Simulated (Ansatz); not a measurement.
Property card for Cd2HgTe3

These are results of Ansatz, DFT PBE, scalar-relativistic, plane waves, PAW, not measurements.

Settings: cutoff 420 eV, Γ-centred mesh 12×12×4 on the computed 6-atom cell, Gaussian smearing of 0.10 eV; no spin polarisation.

The structure is relaxed at this level of theory with its symmetry kept, and needn't be the ground state of this composition.

```xyz
6
Lattice="4.6900 0.0000 0.0000 -2.3450 4.0616 0.0000 0.0000 0.0000 11.4735" Properties=species:S:1:pos:R:3 pbc="T T T"
Cd    0.0000    0.0000    0.0064
Cd    2.3450    1.3539    3.8249
Hg    0.0000    2.7078    7.6489
Te    0.0000    0.0000    8.6130
Te    0.0000    2.7078    4.7689
Te    2.3450    1.3539    0.9533
```

```json
{
  "Space group": "P3m1 (No. 156)",
  "Volume per atom": "36.43 Å³",
  "Formation energy from the elements' standard states (uncorrected)": "-0.366 eV/atom",
  "Kohn–Sham band gap": "zero, with almost no states at the Fermi level",
  "Density of states at the Fermi level": "0.0 states/eV per cell",
  "Orbital (Löwdin) character within 0.5 eV of the Fermi level": "Te 5p 90 %",
  "Bulk modulus": "35 GPa",
  "Its pressure derivative": "4.9",
  "Bader charge by site (e)": "Cd (1 in the cell) 0.52, Cd (1 in the cell) 0.52, Hg (1 in the cell) 0.14, Te (1 in the cell) -0.23, Te (1 in the cell) -0.43, Te (1 in the cell) -0.52"
}
```

Spin-orbit coupling is left out, which matters for the bands of heavy elements.

The cell was found from a structure generator's guess, not taken from experiment. Löwdin shares on free-atom orbitals overweight diffuse shells.
